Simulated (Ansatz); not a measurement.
# Mg (P6_3/mmc) in Ansatz: band structure with BLYP

Aim: the band structure of Mg with BLYP.

All numbers are computed with Ansatz 0.2.0; they aren't measurements. Logs are shortened: lines on timing, memory, paths and dates and some standing lists are left out, and cuts for length are marked.

### Step 1. The crystal as given

The structure is hexagonal, space group P6_3/mmc (No. 194). Conventional cell: a = 3.209 Å, b = 3.209 Å, c = 5.210 Å, α = 90.00°, β = 90.00°, γ = 120.00°. Mg (site symmetry -6m2) is surrounded by 12 Mg at 3.20 to 3.21 Å.

### Step 2. Band structure, BLYP

The input, input.yaml:

```yaml
crystal:
  lattice:
    - [3.2093, 0.0, 0.0]
    - [-1.60465, 2.7793353284, 0.0]
    - [0.0, 0.0, 5.2103]
  atoms:
    - { symbol: Mg, position: [0.6666666667, 0.3333333333, 0.75] }
    - { symbol: Mg, position: [0.3333333333, 0.6666666667, 0.25] }
kpoints:
  mp_grid: { grid: [10, 10, 5] }
  band_path:
    path:
      - [0.0, 0.0, 0.0]
      - [0.5, 0.0, 0.0]
      - [0.3333333333, 0.3333333333, 0.0]
      - [0.0, 0.0, 0.0]
      - [0.0, 0.0, 0.5]
      - [0.5, 0.0, 0.5]
      - [0.3333333333, 0.3333333333, 0.5]
      - [0.0, 0.0, 0.5]
    npoints: 12
scf:
  occupations: { method: fermi_dirac, width: 0.05 }
hamiltonian:
  xc: blyp
  pseudopotentials: { kind: all_electron, lapw: { basis_error: 0.001 } }
output:
  forces: true
  stress: true
  eigenvalues: true
```

Potentials or basis: all-electron LAPW, scalar-relativistic.

Started as:

```sh
ansatz run input.yaml --threads 1 --pin off --max-ram 3072MiB --backend cpu --events-out ev --progress --plain --runs-dir out
```

The program printed:

```text
Warning: RAYON_NUM_THREADS=1 ignored (pool sized by the plan → 1); use --threads N
LAPW: plane waves up to 5.235 Å⁻¹, error target 1.0e-3 eV per atom; small_component_spin mean_spin; Mg in spheres of 1.598 Å, 10 of its electrons in bands, Dirac shells [] (how accurate: hamiltonian.pseudopotentials.lapw.basis_error, Limitations)
Engine: ansatz 0.2.0, x86_64-unknown-linux-gnu
Pseudopotentials: kind: all_electron
Pseudopotential: Mg, LAPW, valence charge 10, lapw/all_electron/scalar/gaussian/Mg, Koelling and Harmon's equation, gaussian nucleus
Functional definition: BLYP
  parameter beta = 0.0042
  parameter a = 0.04918
  parameter b = 0.132
  parameter c = 0.2533
  parameter d = 0.349
  exchange = b88_x(beta = beta)
  correlation = lyp_c(a = a, b = b, c = c, d = d)
Crystal: 2 atoms, lattice volume = 46.474 Å³
Basis set: ecut = 104.43114022149051 eV, 111 PW (Γ), exchange–correlation at level 2
Bands: 14, of which v1, the nominal top of the filled ones, is band 10 counted from 1 (9 counted from 0)
Symmetry: 24 space group operations
Space group: P63/mmc (ITA 194), of the structure as read, at distance tolerance 3.6e-5 Å
k-points: 42 of 500
Non-local potential: Mg, projectors of the file, none
Initial density: superposition of atomic densities (chi_scale 0.1, normalization cell)
Initial wavefunctions: plane waves of lowest kinetic energy (no species holds an atomic orbital)
Functional: x = b88, c = lyp
iter 1 solved again at ethr=7.78e-5 eV; its pass at ethr=1.00e-1 eV (dr2=1.56e-2 eV) is discarded
SCF iter   1: F=—  HF=-10908.674593 eV  |F-HF|=—  |Δ(HF+E_count)|=         —  Δρ=6.38e-3  dr2=1.56e-2  ethr=7.78e-5  ⟨swp⟩=3.4  Hψ=4468  notcnv=0
preconditioner: auto → none  [metal: Δε(μ)=0.093 eV  Ē_g=6.821 eV  σ=0.050 eV  W_gap=0.38  n_scr=8 (ndim 8)  ℏωp=10.9 eV  f_vac=0.000  D(μ)=1.52/eV (n_scr^D=10)  sad-step TF]
SCF iter   2: F=—  HF=-10908.686946 eV  |F-HF|=—  |Δ(HF+E_count)|=   1.24e-2  Δρ=4.43e-3  dr2=8.57e-3  ethr=7.78e-5  ⟨swp⟩=2.0  Hψ=1706  notcnv=0
iter 3 solved again at ethr=2.30e-6 eV; its pass at ethr=4.29e-5 eV (dr2=4.60e-4 eV) is discarded
SCF iter   3: F=—  HF=-10908.699248 eV  |F-HF|=—  |Δ(HF+E_count)|=   1.23e-2  Δρ=9.27e-4  dr2=4.60e-4  ethr=2.30e-6  ⟨swp⟩=2.0  Hψ=3127  notcnv=0
SCF iter   4: F=—  HF=-10908.699777 eV  |F-HF|=—  |Δ(HF+E_count)|=   5.30e-4  Δρ=2.06e-4  dr2=2.28e-5  ethr=2.30e-6  ⟨swp⟩=3.0  Hψ=1776  notcnv=0
SCF iter   5: F=—  HF=-10908.699799 eV  |F-HF|=—  |Δ(HF+E_count)|=   2.21e-5  Δρ=2.41e-5  dr2=2.00e-7  ethr=1.14e-7  ⟨swp⟩=3.0  Hψ=1776  notcnv=0
SCF iter   6: F=-10908.699801 eV  HF=-10908.699801 eV  |F-HF|=2.06e-8  |Δ(HF+E_count)|=   1.25e-6  Δρ=3.68e-6  dr2=4.61e-9  ethr=1.00e-9  ⟨swp⟩=3.5  Hψ=1814  notcnv=0
SCF 1 converged in 6 iterations: F = -10908.699801 eV  dr2 = 4.61e-9
NSCF: frozen V_eff on 85 k-points
SCF converged after 6 iterations
Free energy (F): -10908.699801 eV
Harris-Foulkes:  -10908.699801 eV  (|F-HF|=2.06e-8)
Internal energy: -10908.687683 eV  (E = F + TS)
E sigma→0 (E₀):  -10908.693742 eV
Entropy (-TS):   -0.012118 eV (-6.059 meV/atom)
Fermi energy:    5.766258 eV
--- Per-component energies (eV) ---
  E_band       = -718.495172
  E_kinetic    = 10926.089898
  E_xc         = -901.196173
  E_electrostatic = -20933.581408  (all electrons and nuclei)
  E_smearing   = -0.012118  (= −TS)
  E_closure    = 0.000000  (closes the sum)
  E_atoms      = -10907.290506  (free atoms, spherical and without spin; not in F)
  Σ components = -10908.699801   (vs F -10908.699801, Δ=0.00e0)
  Basis errors (estimates in eV, not in F): energy 2.4e-4 per atom: plane waves 2.3e-4 (1.6e-4 summed), levels above the bands 1.2e-43, relativity 1.5e-10, radial functions 1.1e-5, core shells 1.6e-15; eigenvalues (radial functions only) 6.0e-6; not estimated: angular momenta, meshes, grids; target (lapw.basis_error) 1.0e-3; muffin-tin radii Mg 1.598 Å
--- Forces (eV/Å), atoms counted from 1 ---
  atom   1  Mg    -0.00000000    -0.00000000     0.00000000
  atom   2  Mg    -0.00000000     0.00000000     0.00000000
  max |Σ_I F_I| component: 8.67e-19 eV/Å
--- Stress (GPa, compression-positive) ---
       -0.023971       0.000000       0.000000
        0.000000      -0.023971       0.000000
        0.000000       0.000000       1.404939
  P = ⅓ Tr σ = 0.4523 GPa (4.523 kbar)
--- Band table (eV; the first three rows and the last of 42) ---
  k-point 0: bands = ["-70.4634", "-70.4606", "-37.4173", "-37.3907", "-37.3907", "-37.3867", "-37.3861", "-37.3861", "-1.1323", "4.1589", "4.4202", "16.5685", "16.5685", "16.6009"]
  k-point 1: bands = ["-70.4631", "-70.4609", "-37.4144", "-37.3903", "-37.3903", "-37.3897", "-37.3865", "-37.3865", "-0.9095", "2.3672", "6.5957", "15.4441", "16.7248", "16.7248"]
  k-point 2: bands = ["-70.4624", "-70.4616", "-37.4068", "-37.3973", "-37.3891", "-37.3891", "-37.3877", "-37.3877", "-0.2446", "0.8527", "9.2592", "12.2529", "17.1442", "17.1442"]
  k-point 41: bands = ["-70.4601", "-70.4600", "-37.4109", "-37.4105", "-37.4042", "-37.4018", "-37.3933", "-37.3925", "4.8152", "5.7112", "6.6338", "6.8471", "7.8828", "7.9652"]
```

Run time: 10 s. Hardware: 1 thread of Intel Xeon at 2.50GHz (Skylake/Cascade Lake), shared host; peak memory 0.24 GiB.

Results:

```
Free energy             : -10908.6998 eV
Pressure                : 0.5 GPa
Band gap along the path : none (metal or under the smearing width)
```

Levels at the corners of the path, in eV from the Fermi level:
| point | band 7 | band 8 | band 9 | band 10 | band 11 | band 12 | band 13 | band 14 |
| --- | --- | --- | --- | --- | --- | --- | --- | --- |
| Γ | -43.15 | -43.15 | -6.90 | -1.61 | -1.35 | 10.80 | 10.80 | 10.83 |
| M | -43.16 | -43.16 | -2.20 | -2.08 | 2.62 | 3.11 | 3.18 | 3.54 |
| K | -43.17 | -43.17 | -0.66 | -0.66 | -0.51 | 4.07 | 4.07 | 4.27 |
| Γ | -43.15 | -43.15 | -6.90 | -1.61 | -1.35 | 10.80 | 10.80 | 10.83 |
| A | -43.15 | -43.15 | -5.52 | -5.52 | 4.95 | 4.95 | 11.55 | 11.55 |
| L | -43.16 | -43.16 | -1.08 | -1.08 | -0.50 | -0.50 | 7.89 | 7.89 |
| H | -43.16 | -43.16 | 0.17 | 0.17 | 0.77 | 0.77 | 1.37 | 1.37 |
| A | -43.15 | -43.15 | -5.52 | -5.52 | 4.95 | 4.95 | 11.55 | 11.55 |
